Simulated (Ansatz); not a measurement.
`OBF` + `CC(=O)O` → `CC(=O)OBF` + H₂O at 298.15 K and 1 bar (ligand exchange at a B–O bond).

Gas-phase electronic energies from Ansatz, PBE0-D4/def2-TZVP geometries. CBS: MP2 limit from def2 TZ/QZ plus the TZ coupled-cluster correction, frozen cores. This one scheme is used for every species. Each species was taken in one conformer, which may not be the lowest.

```tsv
species	CCSD(T)/CBS energy (Eh)	H − E (kJ/mol)	S (J/(mol·K))
`OBF`	-201.07426	91.0	252.9
`CC(=O)O`	-228.87529	177.3	287.6
`CC(=O)OBF`	-353.55713	197.9	341.5
H₂O	-76.37941	66.4	188.7
```

H − E and S are ideal-gas, rigid-rotor, harmonic terms from PBE0-D4/def2-TZVP, for one conformer and one mirror image of each species. 1 Eh = 2625.50 kJ/mol, R = 8.31446 J/(mol·K).

Q: By hand: ΔE, ΔH, ΔS and ΔG.

A: ΔE = (-353.55713) + (-76.37941) − (-201.07426) − (-228.87529) = 0.01301 Eh = 34.2 kJ/mol. Δ(H − E) = 197.9 + 66.4 − 91.0 − 177.3 = -4.0, so ΔH = 30.2 kJ/mol. ΔS = 341.5 + 188.7 − 252.9 − 287.6 = -10.3 J/(mol·K). ΔG = 30.2 − 298.15 × (-10.3)/1000 = 33.3 kJ/mol.

Q: By hand: the equilibrium constant, and the temperature at which ΔG would vanish if ΔH and ΔS stayed fixed.

A: log₁₀ K = −ΔG/(RT ln 10) = -5.8. ΔH and −TΔS have one sign here, so there is no such temperature.

The number of gas molecules stays the same, so ΔS is small and ΔH decides. A doubt of 5 kJ/mol in ΔE shifts log₁₀ K by 0.9 here. Other conformers and mirror images would add mixing entropy, several J/(mol·K) or more a flexible species. These are equilibria of isolated gas molecules and say nothing of rates. Largest T1 diagnostic: 0.015 (customary marks: 0.02 for closed shells, 0.045 for open ones).

ΔS is within the doubt of such terms, so its sign, and with it that verdict, could turn.
